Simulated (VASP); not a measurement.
A run of VASP 6.6.1:

File INCAR:

```
SYSTEM = Ba
ALGO = Normal
DIPOL = 0.5 0.5 0.500
EDIFF = 1E-6
ENCUT = 520
GGA = PE
IDIPOL = 3
ISIF = 2
ISMEAR = 0
LASPH = .True.
LCHARG = .True.
LDIPOL = .True.
LELF = .True.
LREAL = .False.
LVACPOTAV = .True.
LVHAR = .True.
LWAVE = .False.
NELM = 80
PREC = Accurate
SIGMA = 0.05
```

Contents of KPOINTS:

```
k-points
0
Gamma
  7 7 1
  0 0 0
```

File POSCAR:

```
Ba
1.0
    4.5716786896      0.0000000000      0.0000000000
   -2.2858393448      3.9591898831      0.0000000000
    0.0000000000      0.0000000000     22.4655200383
Ba
3
Direct
    0.6666666667      0.3333333333      0.3338449316
    0.3333333333      0.6666666667      0.5000000000
    0.0000000000      0.0000000000      0.6661550684
```

Potentials or basis: VASP PAW PBE potentials, release 64 (Ba_sv).

The run is started by

```console
$ cat potpaw_PBE.64/Ba_sv/POTCAR > POTCAR
$ mpirun -np 1 vasp_std > vasp.out
```

Hardware: 1 thread of Intel(R) Xeon(R) Platinum 8488C (Sapphire Rapids), on a shared host.

Q: Estimate the wall time of this run.

A: Run time: 90 s on 1 thread of Intel(R) Xeon(R) Platinum 8488C (Sapphire Rapids), with other jobs on the host, peak memory 0.45 GiB. Counts: scf iterations 20, k points 8.
